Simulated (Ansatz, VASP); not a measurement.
## Mg in VASP and in Ansatz

```
Mg
1.0
     3.07834    0.00000    0.00000
    -1.53917    2.66592    0.00000
     0.00000    0.00000    9.90455
Mg
4
Direct
  0.00000 0.00000 0.00000
  0.00000 0.00000 0.50000
  0.33333 0.66667 0.25000
  0.66667 0.33333 0.75000
```

Alike in both runs: functional PBE; k mesh 12 × 12 × 4; occupations fermi-dirac, width 0.08 eV; no spin polarisation.

Ansatz relaxed the structure, and its values are those at the end. VASP's run is a single point on that final structure, the one shown.

```csv
,VASP,Ansatz
version,VASP 6.6.1,Ansatz 0.2.0
potentials or method,"VASP PAW PBE potentials, release 64 (Mg)","PAW with Ansatz's default frozen-core files, scalar-relativistic"
plane-wave cutoff (eV),520,420
valence electrons in the cell,8,40
```

```csv
,VASP,Ansatz,Ansatz less VASP
pressure (GPa),5.6,5.7,+0.11
```

The two sets of potentials don't hold the same shells in valence.
